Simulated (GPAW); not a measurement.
# PbS (Galena) (Fm-3m) in GPAW: further runs, part 2 of 2

GPAW 26.7.0.

**6. Band structure, C09-vdW, spin-orbit coupling, no magnetisation**

run.py reads:

```python
import numpy as np
import spglib
from ase import Atoms
from ase.dft.bandgap import bandgap
from ase.io import read, write
from gpaw import GPAW, PW
from gpaw.spinorbit import soc_eigenstates

atoms = read('PbS.cif')
cell, positions, numbers = spglib.find_primitive(
    (atoms.cell[:], atoms.get_scaled_positions(), atoms.numbers), symprec=1e-4)
atoms = Atoms(numbers, cell=cell, scaled_positions=positions, pbc=True)

calc = GPAW(mode=PW(600),
            xc={'name': 'C09-vdW', 'backend': 'libvdwxc'},
            kpts={'size': (6, 6, 6), 'gamma': True},
            occupations={'name': 'fermi-dirac', 'width': 0.05},
            nbands=19,
            convergence={'density': 1e-05, 'energy': 1e-05},
            maxiter=150,
            txt='gpaw.txt')
atoms.calc = calc
energy = atoms.get_potential_energy()
forces = atoms.get_forces()
calc.write('gs.gpw')
write('result.traj', atoms)
print(f'Energy: {energy:.6f} eV')
print('Forces (eV/A):')
print(forces.round(4))
print('Fermi level:', round(calc.get_fermi_level(), 4), 'eV')
print(f'Gap: {bandgap(calc)[0]:.4f} eV, direct: {bandgap(calc, direct=True)[0]:.4f} eV')

path = atoms.cell.bandpath('GXWKGLUWLK,UX', npoints=80, eps=1e-4)
bs_calc = calc.fixed_density(kpts=path, symmetry='off', nbands=31,
                             convergence={'bands': 'CBM+6.0', 'eigenstates': 1e-6}, txt='bands.txt')
bs = bs_calc.band_structure()
bs.write('bs.json')
print(f'Gap on the path: {bandgap(bs_calc)[0]:.4f} eV')

soc = soc_eigenstates(bs_calc, theta=0, phi=0)
np.savetxt('soc_bands.dat', soc.eigenvalues(), fmt='%.4f')
mesh = soc_eigenstates('gs.gpw', theta=0, phi=0)
np.savetxt('soc_mesh.dat', mesh.eigenvalues(), fmt='%.4f')
print('Fermi level with spin-orbit coupling:', round(mesh.fermi_level, 4), 'eV')
```

PbS.cif reads:

```cif
data_PbS
_cell_length_a 5.93150000
_cell_length_b 5.93150000
_cell_length_c 5.93150000
_cell_angle_alpha 90.00000000
_cell_angle_beta 90.00000000
_cell_angle_gamma 90.00000000
_space_group_name_H-M_alt 'Fm-3m'
_space_group_name_Hall '-F 4 2 3'
_space_group_IT_number 225
loop_
_space_group_symop_operation_xyz
'x,y,z'
'-x,-y,-z'
'-y,x,z'
'y,-x,-z'
'-x,-y,z'
'x,y,-z'
'y,-x,z'
'-y,x,-z'
'x,-y,-z'
'-x,y,z'
'-y,-x,-z'
'y,x,z'
'-x,y,-z'
'x,-y,z'
'y,x,-z'
'-y,-x,z'
'z,x,y'
'-z,-x,-y'
'z,-y,x'
'-z,y,-x'
'z,-x,-y'
'-z,x,y'
'z,y,-x'
'-z,-y,x'
'-z,x,-y'
'z,-x,y'
'-z,-y,-x'
'z,y,x'
'-z,-x,y'
'z,x,-y'
'-z,y,x'
'z,-y,-x'
'y,z,x'
'-y,-z,-x'
'x,z,-y'
'-x,-z,y'
'-y,z,-x'
'y,-z,x'
'-x,z,y'
'x,-z,-y'
'-y,-z,x'
'y,z,-x'
'-x,-z,-y'
'x,z,y'
'y,-z,-x'
'-y,z,x'
'x,-z,y'
'-x,z,-y'
'x,y+1/2,z+1/2'
'-x,-y+1/2,-z+1/2'
'-y,x+1/2,z+1/2'
'y,-x+1/2,-z+1/2'
[... 63 lines left out ...]
'-z+1/2,y,-x+1/2'
'z+1/2,-x,-y+1/2'
'-z+1/2,x,y+1/2'
'z+1/2,y,-x+1/2'
'-z+1/2,-y,x+1/2'
'-z+1/2,x,-y+1/2'
'z+1/2,-x,y+1/2'
'-z+1/2,-y,-x+1/2'
'z+1/2,y,x+1/2'
'-z+1/2,-x,y+1/2'
'z+1/2,x,-y+1/2'
'-z+1/2,y,x+1/2'
'z+1/2,-y,-x+1/2'
'y+1/2,z,x+1/2'
'-y+1/2,-z,-x+1/2'
'x+1/2,z,-y+1/2'
'-x+1/2,-z,y+1/2'
'-y+1/2,z,-x+1/2'
'y+1/2,-z,x+1/2'
'-x+1/2,z,y+1/2'
'x+1/2,-z,-y+1/2'
'-y+1/2,-z,x+1/2'
'y+1/2,z,-x+1/2'
'-x+1/2,-z,-y+1/2'
'x+1/2,z,y+1/2'
'y+1/2,-z,-x+1/2'
'-y+1/2,z,x+1/2'
'x+1/2,-z,y+1/2'
'-x+1/2,z,-y+1/2'
'x+1/2,y+1/2,z'
'-x+1/2,-y+1/2,-z'
'-y+1/2,x+1/2,z'
'y+1/2,-x+1/2,-z'
'-x+1/2,-y+1/2,z'
'x+1/2,y+1/2,-z'
'y+1/2,-x+1/2,z'
'-y+1/2,x+1/2,-z'
'x+1/2,-y+1/2,-z'
'-x+1/2,y+1/2,z'
'-y+1/2,-x+1/2,-z'
'y+1/2,x+1/2,z'
'-x+1/2,y+1/2,-z'
'x+1/2,-y+1/2,z'
'y+1/2,x+1/2,-z'
'-y+1/2,-x+1/2,z'
'z+1/2,x+1/2,y'
'-z+1/2,-x+1/2,-y'
'z+1/2,-y+1/2,x'
'-z+1/2,y+1/2,-x'
'z+1/2,-x+1/2,-y'
'-z+1/2,x+1/2,y'
'z+1/2,y+1/2,-x'
'-z+1/2,-y+1/2,x'
'-z+1/2,x+1/2,-y'
'z+1/2,-x+1/2,y'
'-z+1/2,-y+1/2,-x'
'z+1/2,y+1/2,x'
'-z+1/2,-x+1/2,y'
'z+1/2,x+1/2,-y'
'-z+1/2,y+1/2,x'
'z+1/2,-y+1/2,-x'
'y+1/2,z+1/2,x'
'-y+1/2,-z+1/2,-x'
'x+1/2,z+1/2,-y'
'-x+1/2,-z+1/2,y'
'-y+1/2,z+1/2,-x'
'y+1/2,-z+1/2,x'
'-x+1/2,z+1/2,y'
'x+1/2,-z+1/2,-y'
'-y+1/2,-z+1/2,x'
'y+1/2,z+1/2,-x'
'-x+1/2,-z+1/2,-y'
'x+1/2,z+1/2,y'
'y+1/2,-z+1/2,-x'
'-y+1/2,z+1/2,x'
'x+1/2,-z+1/2,y'
'-x+1/2,z+1/2,-y'
loop_
_atom_site_label
_atom_site_type_symbol
_atom_site_symmetry_multiplicity
_atom_site_Wyckoff_symbol
_atom_site_fract_x
_atom_site_fract_y
_atom_site_fract_z
_atom_site_occupancy
Pb1 Pb 4 a 0.0000000000 0.0000000000 0.0000000000 1
S1 S 4 b 0.5000000000 0.0000000000 0.0000000000 1
```

Potentials or basis: GPAW PAW data sets (gpaw-data 1.2.1), pw.

Launch:

```sh
> OMP_NUM_THREADS=1 python run.py
```

Run time: 57 s. Hardware: 1 thread of Arm Neoverse V1, shared host; peak memory 0.32 GiB.

The run converged. Its results:

| Quantity | Value |
| --- | --- |
| Free energy | 123.9895 eV |
| Band gap on the k mesh | 0.33 eV, direct |
| Band gap along the path | 0.41 eV, direct |

Levels at the corners of the path, in eV from the valence-band top:
```csv
point,band 16,band 17,band 18,band 19,band 20,band 21,band 22,band 23,band 24,band 25
Γ,-2.16,-1.70,-1.70,-1.70,-1.70,3.45,3.45,6.56,6.56,6.56
X,-4.98,-3.32,-3.32,-2.92,-2.92,4.11,4.11,4.57,4.57,6.33
W,-4.38,-3.94,-3.94,-0.65,-0.65,2.16,2.17,4.85,4.85,5.16
K,-4.55,-2.67,-2.67,-2.10,-2.10,3.14,3.14,4.48,4.48,5.53
Γ,-2.16,-1.70,-1.70,-1.70,-1.70,3.45,3.45,6.56,6.56,6.56
L,-1.44,-1.42,-1.42,0.00,0.00,0.41,0.41,1.90,1.90,3.00
U,-4.55,-2.67,-2.67,-2.10,-2.10,3.14,3.14,4.48,4.48,5.53
W,-4.38,-3.94,-3.94,-0.65,-0.65,2.16,2.17,4.85,4.85,5.16
L,-1.44,-1.42,-1.42,0.00,0.00,0.41,0.41,1.90,1.90,3.00
K,-4.55,-2.67,-2.67,-2.10,-2.10,3.14,3.14,4.48,4.48,5.53
U,-4.55,-2.67,-2.67,-2.10,-2.10,3.14,3.14,4.48,4.48,5.53
X,-4.98,-3.32,-3.32,-2.92,-2.92,4.11,4.11,4.57,4.57,6.33
```

Caveat: spin-orbit coupling was added after a scalar SCF, so levels and gaps hold it while energy, forces, pressure and moments don't; this program's spin-orbit splittings come out too wide for heavy elements; the PAW data sets were made with another functional, which shifts forces and pressure a little.

**7. Summary**

```tsv
task	level	potentials or basis	spin	eigensolver	band path	band points	spin axis theta (degrees)	spin axis phi (degrees)	gap on the mesh (eV)
equation of state	r2SCAN	GPAW PAW data sets (gpaw-data 1.2.1), pw	off	-	-	-	-	-	-
band structure	TPSS	GPAW PAW data sets (gpaw-data 1.2.1), pw	SOC, no magnetisation	davidson	GXWKGLUWLK,UX	100	90	0	0.22
band structure	optB88-vdW	GPAW PAW data sets (gpaw-data 1.2.1), pw	SOC, no magnetisation	-	GXWKGLUWLK,UX	80	0	0	0.26
equation of state	PBEint	PAW data sets generated in the run's folder for this functional, pw	off	-	-	-	-	-	-
band structure	C09-vdW	GPAW PAW data sets (gpaw-data 1.2.1), pw	SOC, no magnetisation	-	GXWKGLUWLK,UX	80	0	0	0.33
```

Alike in all rows: cell as given; k mesh 6 × 6 × 6; cutoff (eV) 600; smearing fermi-dirac 0.05 eV.

Caveats: the PAW data sets were made with another functional, which shifts forces and pressure a little (some runs); spin-orbit coupling was added after a scalar SCF, so levels and gaps hold it while energy, forces, pressure and moments don't (some runs); this program's spin-orbit splittings come out too wide for heavy elements (some runs); the points scatter about the fit (some runs).

Total energies depend on the potentials used, so only differences within one code and one set of settings carry meaning.
